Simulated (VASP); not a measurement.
Here is a VASP 6.6.1 calculation.

File INCAR:

```
PREC = Accurate
ENCUT = 350
EDIFF = 1E-7
ISMEAR = 0
SIGMA = 0.1
LREAL = False
LASPH = True
NELM = 80
ALGO = Fast
ISIF = 3
LWAVE = False
LCHARG = False
GGA = PS
IBRION = 2
NSW = 80
EDIFFG = -0.002
PSTRESS = 300.0
```

The input KPOINTS:

```
Automatic mesh
0
Gamma
  16 16 16
```

The input POSCAR:

```
Hf                                      
1.0
   -1.5819346359      1.5819346359      1.5819346359
    1.5819346359     -1.5819346359      1.5819346359
    1.5819346359      1.5819346359     -1.5819346359
  Hf            
     1
Direct
     0.0000000000000000    0.0000000000000000    0.0000000000000000
```

Potentials or basis: VASP PAW PBE potentials, release 64 (Hf_pv).

Run with:

```bash
$ cat potpaw_PBE.64/Hf_pv/POTCAR > POTCAR
$ mpirun -np 1 vasp_std > vasp.out
```

Estimate the relaxed cell.

a = 2.823 Å, b = 2.823 Å, c = 2.823 Å, α = 109.47°, β = 109.47°, γ = 109.47°.

What does it give for the space group after relaxing (to 0.05 Å)?

Im-3m (No. 229).

Predict the relaxed volume.

17.32 Å³/atom.

Estimate the band gap on the k mesh.

none (metal or under the smearing width).

Final structure:
```
Hf
1.0
    -1.62976    1.62976    1.62976
     1.62976   -1.62976    1.62976
     1.62976    1.62976   -1.62976
Hf
1
Direct
  0.00000 0.00000 0.00000
```

Caveat: the cell is relaxed towards a set pressure, so the enthalpy falls and the energy may rise; the PAW data sets were made with another functional, which shifts forces and pressure a little. Zero-point motion and thermal expansion aren't in these numbers.
